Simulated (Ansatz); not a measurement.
The elements of this relaxed trial crystal are hidden behind letters.

```
lattice vectors (Å)
  -2.1642    2.1642    9.2410
   2.1642   -2.1642    9.2410
   2.1642    2.1642   -9.2410
fractional positions
X 0.8332 0.8332 0.0000
X 0.1668 0.1668 0.0000
Z 0.5000 0.5000 0.0000
Q 0.0000 0.0000 0.0000
Q 0.6698 0.6698 0.0000
Q 0.3302 0.3302 0.0000
```

Theory: DFT PBE, scalar-relativistic, plane waves, PAW (Ansatz). Plane waves to 420 eV, a 12×12×12 mesh through Γ for the 6-atom cell and 0.10 eV Gaussian smearing; no spin polarisation.

| Item | Value |
| --- | --- |
| Space group | I4/mmm (No. 139) |
| Conventional cell | a = 4.328 Å, c = 18.482 Å |
| Volume per atom | 28.85 Å³ |
| Density | 7.75 g/cm³ |
| Energy over the elements | −0.20 eV/atom |
| Gap on the 12×12×12 mesh of the 6-atom cell | 0 eV (a metal) |

Energies are uncorrected and count from the elements' standard states at the same level.

Task: X is a d-block element of period 5, Z is a d-block element of period 6 and Q is a p-block element of period 5. Which elements are they?

Result: X = Cd, Z = Hg, Q = Te, so the formula is Cd2HgTe3. Density times volume gives a mean mass of 7.75 × 28.85/1.6605 = 134.7 u per atom, and this set has 134.7 u. Among the elements that the hints allow, noble gases aside, only these give it. Cd has 6 Te at 3.02–3.08 Å; Hg has 6 Te at 3.06–3.14 Å; Te on a site of symmetry 4/mmm has 4 Hg at 3.06 Å and 2 Cd at 3.08 Å; 1 more site not described.

These runs have no spin–orbit coupling, which can matter for Hg and Te. Symmetry constrained the relaxation, so the result can be a saddle point. Another cell of Cd2HgTe3 relaxed alike, in I-4m2, lies 168 meV/atom lower, so this cell isn't the stable form at this level.
